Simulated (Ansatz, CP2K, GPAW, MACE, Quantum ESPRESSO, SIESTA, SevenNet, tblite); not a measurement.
# CP2K runs on twisted graphene bilayer, 46.83° (76 atoms), part 3 of 4

Aim: run twisted graphene bilayer, 46.83° (76 atoms) in CP2K and see how near its forces come to a plane-wave reference, and at what cost.

Program: CP2K 2026.2; the method stands at each step. Banners and routine set-up lines are dropped from the logs; longer cuts are marked.

So far. Step 7 (TPSS, PBE potentials, DZVP-MOLOPT-SR, 450/50 Ry …): Against the first run (1.6 %), the force difference from the reference is 2.2 %, at 2.2 times the CPU time; the model has changed, so this is no error of the program alone. Step 8 (BLYP, DZVP-MOLOPT-SR, 450/50 Ry, diagonalisation): Against the first run (1.6 %), the force difference from the reference is 2.0 %, at 0.94 times the CPU time; the model has changed, so this is no error of the program alone.

### 9. PBE, DZVP-MOLOPT-SR, 157/50 Ry, diagonalisation

Method: Kohn-Sham DFT, PBE, GTH-PBE pseudopotentials, Gaussian and plane waves, DZVP-MOLOPT-SR-GTH, diagonalisation.

The input, input.inp:

```
&GLOBAL
  PROJECT cell
  RUN_TYPE ENERGY_FORCE
  PRINT_LEVEL LOW
&END GLOBAL
&FORCE_EVAL
  METHOD QS
  &DFT
    BASIS_SET_FILE_NAME BASIS_MOLOPT
    POTENTIAL_FILE_NAME GTH_POTENTIALS
    &MGRID
      CUTOFF 157
      REL_CUTOFF 50
    &END MGRID
    &QS
      EPS_DEFAULT 1.0E-12
    &END QS
    &SCF
      SCF_GUESS ATOMIC
      EPS_SCF 1.0E-06
      MAX_SCF 200
      ADDED_MOS 34
      &DIAGONALIZATION
        ALGORITHM STANDARD
      &END DIAGONALIZATION
      &SMEAR ON
        METHOD FERMI_DIRAC
        ELECTRONIC_TEMPERATURE [K] 580
      &END SMEAR
      &MIXING
        METHOD BROYDEN_MIXING
        ALPHA 0.15
        NBROYDEN 8
      &END MIXING
      &PRINT
        &RESTART OFF
        &END RESTART
      &END PRINT
    &END SCF
    &XC
      &XC_FUNCTIONAL PBE
      &END XC_FUNCTIONAL
    &END XC
    &PRINT
      &MULLIKEN ON
      &END MULLIKEN
      &LOWDIN ON
      &END LOWDIN
      &MO ON
        EIGENVALUES T
        OCCUPATION_NUMBERS T
        MO_INDEX_RANGE 141 164
        &EACH
          QS_SCF 0
        &END EACH
        ADD_LAST NUMERIC
      &END MO
    &END PRINT
  &END DFT
  &SUBSYS
    &CELL
      A 10.72290 0.00000 0.00000
      B -5.36145 9.28630 0.00000
      C 0.00000 0.00000 15.53000
    &END CELL
    &TOPOLOGY
      COORD_FILE_NAME structure.xyz
      COORD_FILE_FORMAT XYZ
    &END TOPOLOGY
    &KIND C
      BASIS_SET DZVP-MOLOPT-SR-GTH-q4
      POTENTIAL GTH-PBE-q4
    &END KIND
  &END SUBSYS
  &PRINT
    &FORCES ON
    &END FORCES
  &END PRINT
&END FORCE_EVAL
```

The input, structure.xyz:

```xyz
76

[... 76 atom lines left out: the same atoms as in the first run ...]
```

The run is started by

```console
OMP_NUM_THREADS=2 cp2k.psmp -i input.inp > output.txt
```

Output:

```text
CP2K| version string:                                       CP2K version 2026.2
 CP2K| Input file name                                                 input.inp
 GLOBAL| Basis set file name                                        BASIS_MOLOPT
 GLOBAL| Potential file name                                      GTH_POTENTIALS
 GLOBAL| Run type                                                   ENERGY_FORCE
 GLOBAL| Total number of message passing processes                             1
 GLOBAL| Number of threads for this process                                    2
 TOTAL NUMBERS AND MAXIMUM NUMBERS
  Total number of            - Atomic kinds:                                   1
                             - Atoms:                                         76
[... lines left out ...]
                        Smear method:                                FERMI_DIRAC
[... lines left out ...]
 Number of electrons:                                                        304
[... lines left out ...]
  Step     Update method      Time    Convergence         Total energy    Change
[... lines left out ...]
  *** SCF run converged in    23 steps ***
[... lines left out ...]
  Fermi energy:                                                 0.00085444
  Total energy:                                              -432.543465
  Total energy (extrapolated to T->0):                       -432.543465
[... lines left out ...]
 MO|    164               0.090879               2.472954               0.000000
 MO| Sum:                                                             304.000000
 MO| E(Fermi):            0.000854 a.u.          0.023250 eV
 !-----------------------------------------------------------------------------!
                     Mulliken Population Analysis
 #  Atom  Element  Kind  Atomic population                           Net charge
       1     C        1          3.997288                              0.002712
       2     C        1          3.998681                              0.001319
       3     C        1          4.007245                             -0.007245
[...]
# Total charge                            304.000000                 -0.000000
 !-----------------------------------------------------------------------------!
 LOWDIN POPULATION ANALYSIS
 #  Atom  Element  Kind  Atomic population                           Net charge
[...]
75     C        1          4.013493                             -0.013493
      76     C        1          3.991232                              0.008768
 # Total charge                            304.000000                 -0.000000
 ENERGY| Total FORCE_EVAL ( QS ) energy [hartree]           -432.543452
 FORCES| Atomic forces [hartree/bohr]
 FORCES|   Atom     x               y               z               |f|
 FORCES|      1 -2.44013205E-02  7.18554202E-02  2.53220926E-02   7.99989639E-02
 FORCES|      2 -1.35009035E-02 -6.63324580E-02 -1.44649092E-03   6.77079148E-02
 FORCES|      3  4.95124009E-02 -1.02411570E-02  3.76790309E-03   5.07006531E-02
[...]
FORCES|     75  1.01023620E-01  3.08155605E-02  2.36082421E-03   1.05645369E-01
 FORCES|     76 -3.19454900E-02  5.47623318E-02  1.99621901E-02   6.64674082E-02
 FORCES| Sum     4.62926686E-03  7.30151522E-03 -4.38658155E-03
 FORCES| Total atomic force                                       9.69455176E-03
```

The job ended after 1.8 min (2 threads of Arm Neoverse V2, shared host; peak memory 0.81 GiB).

Numbers from this run, and their distance from the reference:

* r.m.s. force component: 3.029 eV/Å
* r.m.s. difference of force components: 63.48 meV/Å
* longest difference of force vectors: 224.4 meV/Å
* force difference over r.m.s. force: 2.129 %
* slope of forces against the reference's: 1.015
* correlation of force components: 0.9999
* energy less the same-level run's: -0.5447 meV/atom
* r.m.s. force difference from the same-level run: 36.4 meV/Å

This is a coarse setting, run to see what it loses.

Against the first run (1.6 %), the force difference from the reference is 2.1 %, at 0.71 times the CPU time: the grid matters here.

### 10. PBE+D3(BJ), DZVP-MOLOPT-SR, 450/50 Ry, diagonalisation

Method: Kohn-Sham DFT, PBE+D3(BJ), GTH-PBE pseudopotentials, Gaussian and plane waves, DZVP-MOLOPT-SR-GTH, diagonalisation.

Edit input.inp of step 9 so:

```diff
@@ -11,3 +11,3 @@
     &MGRID
-      CUTOFF 157
+      CUTOFF 450
       REL_CUTOFF 50
@@ -42,2 +42,10 @@
       &END XC_FUNCTIONAL
+      &VDW_POTENTIAL
+        POTENTIAL_TYPE PAIR_POTENTIAL
+        &PAIR_POTENTIAL
+          TYPE DFTD3(BJ)
+          PARAMETER_FILE_NAME dftd3.dat
+          REFERENCE_FUNCTIONAL PBE
+        &END PAIR_POTENTIAL
+      &END VDW_POTENTIAL
     &END XC
@@ -65,6 +73,5 @@
     &END CELL
-    &TOPOLOGY
-      COORD_FILE_NAME structure.xyz
-      COORD_FILE_FORMAT XYZ
-    &END TOPOLOGY
+    &COORD
+[... 76 atom lines left out: the same atoms as in the first run ...]
+    &END COORD
     &KIND C
```

Output:

```text
CP2K| version string:                                       CP2K version 2026.2
 CP2K| Input file name                                                 input.inp
 GLOBAL| Basis set file name                                        BASIS_MOLOPT
 GLOBAL| Potential file name                                      GTH_POTENTIALS
 GLOBAL| Run type                                                   ENERGY_FORCE
 GLOBAL| Total number of message passing processes                             1
 GLOBAL| Number of threads for this process                                    2
 TOTAL NUMBERS AND MAXIMUM NUMBERS
  Total number of            - Atomic kinds:                                   1
                             - Atoms:                                         76
[... lines left out ...]
                        Smear method:                                FERMI_DIRAC
[... lines left out ...]
 Number of electrons:                                                        304
[... lines left out ...]
  Step     Update method      Time    Convergence         Total energy    Change
[... lines left out ...]
  *** SCF run converged in    23 steps ***
[... lines left out ...]
  Fermi energy:                                                 0.000861461
  Total energy:                                              -432.871687
  Total energy (extrapolated to T->0):                       -432.871687
[... lines left out ...]
 MO|    164               0.090891               2.473259               0.000000
 MO| Sum:                                                             304.000000
 MO| E(Fermi):            0.000861 a.u.          0.023442 eV
 !-----------------------------------------------------------------------------!
                     Mulliken Population Analysis
 #  Atom  Element  Kind  Atomic population                           Net charge
       1     C        1          3.997380                              0.002620
       2     C        1          3.998775                              0.001225
       3     C        1          4.007228                             -0.007228
[...]
# Total charge                            304.000000                 -0.000000
 !-----------------------------------------------------------------------------!
 LOWDIN POPULATION ANALYSIS
 #  Atom  Element  Kind  Atomic population                           Net charge
[...]
75     C        1          4.013493                             -0.013493
      76     C        1          3.991222                              0.008778
 # Total charge                            304.000000                 -0.000000
 ENERGY| Total FORCE_EVAL ( QS ) energy [hartree]           -432.871674
 FORCES| Atomic forces [hartree/bohr]
 FORCES|   Atom     x               y               z               |f|
 FORCES|      1 -2.53433407E-02  7.31215226E-02  2.68181913E-02   8.19039521E-02
 FORCES|      2 -1.41472416E-02 -6.62834970E-02 -1.60191652E-03   6.77953726E-02
 FORCES|      3  5.09813893E-02 -1.02766198E-02  4.42082410E-03   5.21943930E-02
[...]
FORCES|     75  9.91925225E-02  3.16287295E-02  1.55972852E-03   1.04124761E-01
 FORCES|     76 -3.15885264E-02  5.41470705E-02  1.88557300E-02   6.54620409E-02
 FORCES| Sum    -2.11685027E-04 -7.11782853E-05  6.73357634E-05
 FORCES| Total atomic force                                       2.33261664E-04
```

It took 2.6 min on 2 threads; peak memory 3 GiB; 4.8 min of CPU time.

Numbers from this run, and their distance from the reference:

```
r.m.s. force component                  : 3.039 eV/Å
r.m.s. difference of force components   : 71.97 meV/Å
longest difference of force vectors     : 197.1 meV/Å
force difference over r.m.s. force      : 2.413 %
slope of forces against the reference's : 1.019
correlation of force components         : 0.9999
```

Against the first run (1.6 %), the force difference from the reference is 2.4 %, at 1.00 times the CPU time; the model has changed, so this is no error of the program alone.

### 11. PBE, DZVP-MOLOPT-SR, 450/30 Ry, diagonalisation

Method: Kohn-Sham DFT, PBE, GTH-PBE pseudopotentials, Gaussian and plane waves, DZVP-MOLOPT-SR-GTH, diagonalisation.

Edit input.inp of step 10 so:

```diff
@@ -12,3 +12,3 @@
       CUTOFF 450
-      REL_CUTOFF 50
+      REL_CUTOFF 30
     &END MGRID
@@ -42,10 +42,2 @@
       &END XC_FUNCTIONAL
-      &VDW_POTENTIAL
-        POTENTIAL_TYPE PAIR_POTENTIAL
-        &PAIR_POTENTIAL
-          TYPE DFTD3(BJ)
-          PARAMETER_FILE_NAME dftd3.dat
-          REFERENCE_FUNCTIONAL PBE
-        &END PAIR_POTENTIAL
-      &END VDW_POTENTIAL
     &END XC
@@ -74,2 +66,3 @@
     &COORD
+      SCALED
 [... 76 atom lines left out: the same atoms as in the first run ...]
```

Output:

```text
CP2K| version string:                                       CP2K version 2026.2
 CP2K| Input file name                                                 input.inp
 GLOBAL| Basis set file name                                        BASIS_MOLOPT
 GLOBAL| Potential file name                                      GTH_POTENTIALS
[... lines left out ...]
                        Smear method:                                FERMI_DIRAC
[... lines left out ...]
 Number of electrons:                                                        304
[... lines left out ...]
  Step     Update method      Time    Convergence         Total energy    Change
[... lines left out ...]
  *** SCF run converged in    23 steps ***
[... lines left out ...]
  Fermi energy:                                                 0.000853035
  Total energy:                                              -432.542378
  Total energy (extrapolated to T->0):                       -432.542378
[... lines left out ...]
 MO| E(Fermi):            0.000853 a.u.          0.023212 eV
[... lines left out ...]
      75     C        1          4.013494                             -0.013494
      76     C        1          3.991214                              0.008786
 # Total charge                            304.000000                 -0.000000
 ENERGY| Total FORCE_EVAL ( QS ) energy [hartree]           -432.542367
 FORCES| Atomic forces [hartree/bohr]
 FORCES|   Atom     x               y               z               |f|
 FORCES|      1 -2.50848951E-02  7.32051994E-02  2.60108194E-02   8.16383238E-02
 FORCES|      2 -1.38136997E-02 -6.59247087E-02 -2.53083695E-03   6.74039365E-02
 FORCES|      3  5.06565315E-02 -9.90052191E-03  3.46250196E-03   5.17309717E-02
[...]
FORCES|     75  9.93411333E-02  3.14967362E-02  2.54552394E-03   1.04245791E-01
 FORCES|     76 -3.17743300E-02  5.40104373E-02  1.98491743E-02   6.57322227E-02
 FORCES| Sum    -3.08281754E-04 -1.58146268E-05  1.23958320E-05
 FORCES| Total atomic force                                       3.08935914E-04
```

The job ended after 2.2 min (2 threads; peak memory 2.9 GiB).

Against the reference:

- r.m.s. force component: 3.024 eV/Å
- r.m.s. difference of force components: 48.92 meV/Å
- longest difference of force vectors: 150 meV/Å
- force difference over r.m.s. force: 1.64 %
- slope of forces against the reference's: 1.014
- correlation of force components: 1
- energy less the same-level run's: -0.1561 meV/atom
- r.m.s. force difference from the same-level run: 0.621 meV/Å

This is a coarse setting, run to see what it loses.

Against the first run (1.6 %), the force difference from the reference is 1.6 %, at 0.83 times the CPU time: the change moves forces by 0.62 meV/Å r.m.s., so most of the difference comes from elsewhere.

(Part 3 of 4 ends here.)

[Long decimals in the printed logs are rounded to 6 places.]

[Also dropped from logs without a mark: lines with file paths, logging warnings of Python, QE's lines on negative density and diagonalisation, SIESTA's first energy breakdown, zero terms and Voronoi charges.]

[Logs are printed without paths, hosts, clocks, repeated set-up lines and the standing remarks that a program may print on its own settings, such as how far it seeks lower states.]

[Hosts, paths, dates, database ids (printed as entryN), source tags and the programs' standing remarks are cut or masked in the printed files.]

[Most failed runs of this program on this cell are left out, timed-out ones always.]
